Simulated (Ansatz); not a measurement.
**CdTe (rocksalt type): from bands to localised orbitals**

Aim: build maximally localised Wannier functions for CdTe (rocksalt type) from several sets of trial orbitals, and check spreads and centres, and how well the models interpolate the bands. Plan: PBE, anion s p, 6×6×6; PBE, anion s p, 4×4×4; PBE, anion p, 6×6×6; PBE, all s p, disentangled, 6×6×6; PBE, metal d and anion p, 6×6×6; PBE, metal d, 6×6×6; r2SCAN, anion s p, 6×6×6; r2SCAN, anion p, 6×6×6 (level, trial orbitals, Wannier mesh).

Program: Ansatz 0.2.0. Level of theory: plane waves, PAW. These are calculated values, not measurements.

4 further runs of the same task are left out: 4 that didn't finish.

## (1) The starting structure

The structure is cubic, space group Fm-3m (No. 225). The conventional cell has a = 6.089 Å, b = 6.089 Å, c = 6.089 Å, α = 90.00°, β = 90.00°, γ = 90.00°. Cd (site symmetry m-3m) has 6 Te at 3.04 Å as nearest neighbours. Te (site symmetry m-3m) is surrounded by 6 Cd at 3.04 Å.

Structure file:

```cif
data_structure
_symmetry_space_group_name_H-M 'P 1'
_symmetry_Int_Tables_number 1
_cell_length_a 4.3054
_cell_length_b 4.3054
_cell_length_c 4.3054
_cell_angle_alpha 60.000
_cell_angle_beta 60.000
_cell_angle_gamma 60.000
_cell_volume 56.43
loop_
_atom_site_label
_atom_site_type_symbol
_atom_site_fract_x
_atom_site_fract_y
_atom_site_fract_z
_atom_site_occupancy
Cd1 Cd 0.00000 0.00000 0.00000 1
Te1 Te 0.50000 0.50000 0.50000 1
```

The cell was relaxed beforehand with r2SCAN; those runs aren't shown. No run includes spin-orbit coupling, which matters for Te.

## (2) PBE, anion s p, 6×6×6

Contents of input.yaml:

```yaml
crystal:
  lattice:
    - [0.0, 3.0443556749, 3.0443556749]
    - [3.0443556749, 0.0, 3.0443556749]
    - [3.0443556749, 3.0443556749, 0.0]
  atoms:
    - { symbol: Cd, position: [0.0, 0.0, 0.0] }
    - { symbol: Te, position: [0.5, 0.5, 0.5] }
kpoints:
  mp_grid: { grid: [6, 6, 6] }
  band_path:
    path:
      - [[0.0, 0.0, 0.0], [0.5, 2.190207948123e-35, 0.5], [0.625, 0.25, 0.625]]
      - [[0.375, 0.375, 0.75], [0.0, 0.0, 0.0], [0.5, 0.5, 0.5], [0.5, 0.25, 0.75], [0.5, 2.190207948123e-35, 0.5]]
    npoints: 10
hamiltonian:
  xc: pbe
scf:
  occupations: { method: fermi_dirac, width: 0.02 }
  n_extra_bands: 6
output:
  forces: false
  stress: false
  eigenvalues: true
  wannier:
    kmesh: [6, 6, 6]
    projections: [{ species: Te, l: s, shell: 5 }, { species: Te, l: p, shell: 5 }]
    minimise: true
    write_hr: true
    conv_tol: 1.0e-08
    max_iter: 3000
  write_density: true
  write_potential: true
  elf: true
  volumetric_format: npy
```

Run with:

```
$ ansatz run input.yaml --threads 4 --pin off --max-ram 3686MiB --backend cpu --events-out ev --progress --plain --runs-dir out
```

Further steps of the session: PBE, anion s p, 4×4×4; PBE, anion p, 6×6×6; PBE, all s p, disentangled, 6×6×6; PBE, metal d and anion p, 6×6×6; PBE, metal d, 6×6×6; r2SCAN, anion s p, 6×6×6; r2SCAN, anion p, 6×6×6.

Q: Predict the results of all the runs planned. Wanted: total spread, PBE, anion s p, 6×6×6; total spread, PBE, anion s p, 4×4×4; total spread, PBE, anion p, 6×6×6; total spread, PBE, all s p, disentangled, 6×6×6; total spread, PBE, metal d and anion p, 6×6×6; total spread, PBE, metal d, 6×6×6; total spread, r2SCAN, anion s p, 6×6×6; total spread, r2SCAN, anion p, 6×6×6; centres of the first set.

**Answer**, as computed:

| quantity | value |
| --- | --- |
| total spread, PBE, anion s p, 6×6×6 | 13.50 Å² over 4 functions |
| total spread, PBE, anion s p, 4×4×4 | 11.44 Å² over 4 functions |
| total spread, PBE, anion p, 6×6×6 | 12.37 Å² over 3 functions |
| total spread, PBE, all s p, disentangled, 6×6×6 | 22.47 Å² over 8 functions |
| total spread, PBE, metal d and anion p, 6×6×6 | 15.16 Å² over 8 functions |
| total spread, PBE, metal d, 6×6×6 | 4.92 Å² over 5 functions |
| total spread, r2SCAN, anion s p, 6×6×6 | 12.99 Å² over 4 functions |
| total spread, r2SCAN, anion p, 6×6×6 | 11.75 Å² over 3 functions |
| centres of the first set | 0.53 Å from the nearest atom |

With PBE, anion s p, 6×6×6 the 4 functions move off the atoms, with a mean spread of 3.38 Å²; 88 % of the total is gauge invariant. The total spread goes from 11.44 Å² on 4×4×4 to 13.50 Å² on 6×6×6: finite differences in k understate it on coarse meshes, while the largest miss of a band goes from 0.44 to 0.22 eV. On one set and mesh the functional gives 13.50 (PBE), 12.99 (r2SCAN) Å². The disentangled models miss some band by up to 1.2 eV, which may lie outside their frozen windows.
